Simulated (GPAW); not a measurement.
A run of GPAW 26.7.0:

Contents of run.py:

```python
from ase import Atoms
from ase.dft.bandgap import bandgap
from ase.io import write
from ase.units import Bohr, GPa
from gpaw import GPAW, PW
from gpaw.elf import elf_from_dft_calculation

atoms = Atoms(['Sn', 'O', 'O'],
              cell=[[1.6170930752, 0.9336291223, 4.800592584],
                    [-1.6170930752, 0.9336291223, 4.800592584],
                    [0.0, -1.8672582446, 4.800592584]],
              scaled_positions=[[0.5, 0.5, 0.5],
                                [0.76283, 0.76283, 0.76283],
                                [0.23717, 0.23717, 0.23717]],
              pbc=True)

calc = GPAW(mode=PW(800),
            xc='RPBE',
            kpts={'size': (10, 10, 10), 'gamma': True},
            occupations={'name': 'methfessel-paxton', 'order': 0, 'width': 0.1},
            nbands=24,
            convergence={'density': 1e-05, 'energy': 1e-05},
            maxiter=150,
            txt='gpaw.txt')
atoms.calc = calc
energy = atoms.get_potential_energy()
forces = atoms.get_forces()
stress = atoms.get_stress()
calc.write('gs.gpw')
write('result.traj', atoms)
print(f'Energy: {energy:.6f} eV')
print('Forces (eV/A):')
print(forces.round(4))
print('Stress (GPa):', (stress / GPa).round(3))
print('Fermi level:', round(calc.get_fermi_level(), 4), 'eV')
print(f'Gap: {bandgap(calc)[0]:.4f} eV, direct: {bandgap(calc, direct=True)[0]:.4f} eV')

# fields on the real-space grid
write('density.cube', atoms, data=calc.get_pseudo_density() * Bohr**3)
write('potential.cube', atoms, data=calc.get_electrostatic_potential())
write('elf.cube', atoms, data=elf_from_dft_calculation(calc).data)
```

Potentials or basis: the program's PAW data sets (release 1.2.1) made for this functional, pw.

Run with:

```bash
$ OMP_NUM_THREADS=1 python run.py
```

Hardware: 1 thread of Arm Neoverse V1 (shared host).

How long does it take, and how much memory?

Wall time 4.4 min on 1 thread of Arm Neoverse V1 (shared host), peak memory 0.34 GiB. Counts: scf iterations 10, plane waves 2266, bands 24, k points 116.
